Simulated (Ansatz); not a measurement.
What a trial cell of Ti3B relaxes into

Method: Ansatz, DFT PBE, scalar-relativistic, plane waves, PAW. Cutoff 420 eV, Γ-centred k mesh, Gaussian smearing, no spin polarisation in the final step.

The start puts Ti3B on the TiAl3 (D0_22) structure type (I4/mmm, No. 139), with B in place of Ti, Ti in place of Al, at a guessed volume.

```
CELL_PARAMETERS angstrom
-1.77865 1.77865 3.97308
1.77865 -1.77865 3.97308
1.77865 1.77865 -3.97308
ATOMIC_POSITIONS crystal
Ti 0.50000 0.50000 0.00000
Ti 0.25000 0.75000 0.50000
Ti 0.75000 0.25000 0.50000
B 0.00000 0.00000 0.00000
```

Cell and atoms relax at zero pressure; the relaxation can't lower the symmetry of the start. After a coarse first stage the cell is made exact in the group found at 0.06 Å.

The zero of energy is the elements' standard structures at the same level; no fitted shifts are applied.

(1) Which crystal results?

(2) What are its volume, energy, density and gap?

Results:

(1) It keeps I4/mmm (No. 139). The result has the TiAl3 (D0_22) structure. Conventional cell: a = 3.657 Å, c = 8.189 Å. Around Ti on Wyckoff site b (1 atom of the primitive cell) lie 4 B at 2.59 Å and 8 Ti at 2.75 Å; Ti on Wyckoff site d (2 atoms of the primitive cell) has 4 Ti at 2.59 Å, 4 B at 2.75 Å and 4 Ti at 2.75 Å; B has 4 Ti at 2.59 Å and 8 Ti at 2.75 Å.

Space group I4/mmm (No. 139). a = 3.657 Å, b = 3.657 Å, c = 8.189 Å, α = 90.00°, β = 90.00°, γ = 90.00°
```csv
atom,site,symmetry,x,y,z
Ti,2b,4/mmm,0.5000,0.5000,0.0000
Ti,4d,-4m2,0.5000,0.0000,0.2500
B,2a,4/mmm,0.0000,0.0000,0.0000
```

(2) The volume per atom is 13.69 Å³ and the density is 4.68 g/cm³. The energy over the elements is 0.02 eV/atom. The gap on the 18×18×18 mesh is 0 eV (a metal).

The final run used a 18×18×18 mesh on its 4-atom cell and 0.10 eV smearing. The k mesh leaves about 4 meV/atom of noise in metals. A structure relaxed within its symmetry needn't be a true minimum.

Cost: 3 runs of about 2.1 core-minutes in all, on Intel Xeon 6975P-C (Granite Rapids) (shared hosts).